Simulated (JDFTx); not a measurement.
A run of JDFTx 1.7.0 (patched build):

TePb.in

```
lattice \
    7.3837099926     0.0000000000     0.0000000000 \
    0.0000000000     7.3837099926    -0.0369185500 \
    0.0000000000    -0.0369185500     7.3837099926
coords-type Lattice
ion Pb     0.0000000000     0.0000000000     0.0000000000 1
ion Te     0.4999999900     0.4999999900     0.4999999900 1

ion-species pseudo/Pb.upf
ion-species pseudo/Te.upf
elec-cutoff 40 320
elec-ex-corr lda-PW
kpoint-folding 3 3 3
elec-smearing Fermi 0.0018374661
elec-n-bands 22
electronic-SCF nIterations 100 energyDiffThreshold 1e-10
electronic-minimize nIterations 30 energyDiffThreshold 1e-7
forces-output-coords Cartesian
ionic-minimize nIterations 20 energyDiffThreshold 1e-8 knormThreshold 2e-5

dump-name run.$VAR
dump End Ecomponents EigStats BandEigs Kpoints Forces Stress
```

Potentials or basis: PseudoDojo-SR-LDA-0.4.1-standard.

Launch:

```bash
$ jdftx -c 1 -i TePb.in -o TePb.out
```

Hardware: 1 thread of Arm Neoverse V1, with other jobs on the host.

Question: How long does it take, and how much memory?

Answer: It took 61 s on 1 thread of Arm Neoverse V1, with other jobs on the host, peak memory 0.11 GiB. Counts: scf iterations 18, bands 22, k points 8, plane waves 4869, ion steps 2.
